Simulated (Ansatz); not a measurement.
# InP: the cost of one run

Method: DFT PBEsol, scalar-relativistic, plane waves, PAW, in Ansatz 0.2.0.

The COD entry's cell or inner coordinates are ideal or old and differ from later refinements, so a difference from it is no clean test against experiment.

6 further runs of the same task are left out: 6 set aside as unsound or not needed.

## (1) The structure to begin with

Symmetry: F-43m, No. 216, cubic system. The conventional cell has a = 5.878 Å, b = 5.878 Å, c = 5.878 Å, α = 90.00°, β = 90.00°, γ = 90.00°. In (site symmetry -43m) has 4 P at 2.55 Å as nearest neighbours. P (site symmetry -43m) is surrounded by 4 In at 2.55 Å.

Structure file:

```cif
data_structure
_symmetry_space_group_name_H-M 'P 1'
_symmetry_Int_Tables_number 1
_cell_length_a 4.1565
_cell_length_b 4.1565
_cell_length_c 4.1565
_cell_angle_alpha 60.000
_cell_angle_beta 60.000
_cell_angle_gamma 60.000
_cell_volume 50.78
loop_
_atom_site_label
_atom_site_type_symbol
_atom_site_fract_x
_atom_site_fract_y
_atom_site_fract_z
_atom_site_occupancy
In1 In 0.00000 0.00000 0.00000 1
P1 P 0.25000 0.25000 0.25000 1
```

This cell was relaxed beforehand with the same method: volume 25.39 Å³/atom, gap on the mesh 0.57 eV.

## (2) Elastic constants, atoms relaxed

input.yaml

```yaml
crystal:
  lattice:
    - [0.0, 2.9390910356, 2.9390910356]
    - [2.9390910356, 0.0, 2.9390910356]
    - [2.9390910356, 2.9390910356, 0.0]
  atoms:
    - { symbol: In, position: [0.0, 0.0, 0.0] }
    - { symbol: P, position: [0.25, 0.25, 0.25] }
basis:
  ecutwfc: 420
kpoints:
  mp_grid: { grid: [10, 10, 10] }
hamiltonian:
  xc: pbesol
scf:
  occupations: { method: fixed }
output:
  forces: true
  stress: true
  eigenvalues: true
  polarization: {}
elastic:
  mode: relaxed_ion
  stencil: two_point
```

On the command line:

```
> ansatz run input.yaml --threads 1 --pin off --max-ram 4096MiB --backend cpu --events-out ev --progress --plain --runs-dir out
```

What time and memory should one allow on 1 thread of Arm Neoverse V2, shared host?

About 2 min, with a peak of 0.55 GiB.
